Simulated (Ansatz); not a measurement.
## An Al vacancy in wurtzite AlN, 95 atoms, charge −3

All numbers come from Ansatz (PAW, plane waves, no spin–orbit coupling) at the single k point (¼, ¼, ¼) without its symmetry partners. The atoms were relaxed with PBEsol in a fixed cell; other functionals are single points on those atoms unless said otherwise. The valence top and gap of the host come from its small cell on a dense mesh, with the band extrema sought between the mesh points, lined up by the mean potential, PBEsol gap 4.09 eV, HSE06 gap 5.54 eV. The charge correction uses an assumed dielectric constant of 8.5.

Cell: a = 9.341 Å, b = 10.787 Å, c = 9.967 Å, α = 90.00°, β = 90.00°, γ = 90.00°.

Nearest atoms after relaxation, from the placed atom (for vacancies from the middle of the vacant sites): N at 2.08 Å, N at 2.08 Å, N at 2.11 Å, N at 2.22 Å, Al at 3.03 Å, Al at 3.03 Å, Al at 3.03 Å, Al at 3.04 Å.

Chemical potentials μ are those of reference phases of the elements at zero temperature by the same functional (the usual solids, diamond for C, grey Sn, and the molecules H2, N2, O2, F2, Cl2, Br2 and S8).

```csv
functional,E(defect) − E(host) − Σ nμ + q·E_VBM (eV),monopole (eV),alignment (eV),formation energy at E_F = VBM (eV),moment (μB),"wall time, shared host"
PBEsol,11.98,2.15,0.46,14.59,0 (no spin),3.9 s on NVIDIA GB200 (relaxation)
HSE06,14.67,2.15,0.51,17.33,0 (no spin),14 s on NVIDIA GB200
```

HSE06 one-electron levels near the gap (the ten most localised at most), from the host's valence top, not corrected for the charge's images:

| level (eV) | spin | filling | atoms sharing it | element of the atom with most weight |
| --- | --- | --- | --- | --- |
| -0.24 | both | 2.00 | 20.1 | N |
| -0.14 | both | 2.00 | 21.3 | N |
| 0.31 | both | 2.00 | 10.7 | N |
| 1.14 | both | 2.00 | 6.7 | N |
| 1.20 | both | 2.00 | 3.9 | N |
| 1.40 | both | 2.00 | 4.8 | N |

All elements are taken at their own reference at once; growth conditions in equilibrium with the host shift these energies, by up to the host's formation enthalpy.

One k point and a cell of this size can leave errors of several tenths of an eV in such numbers.
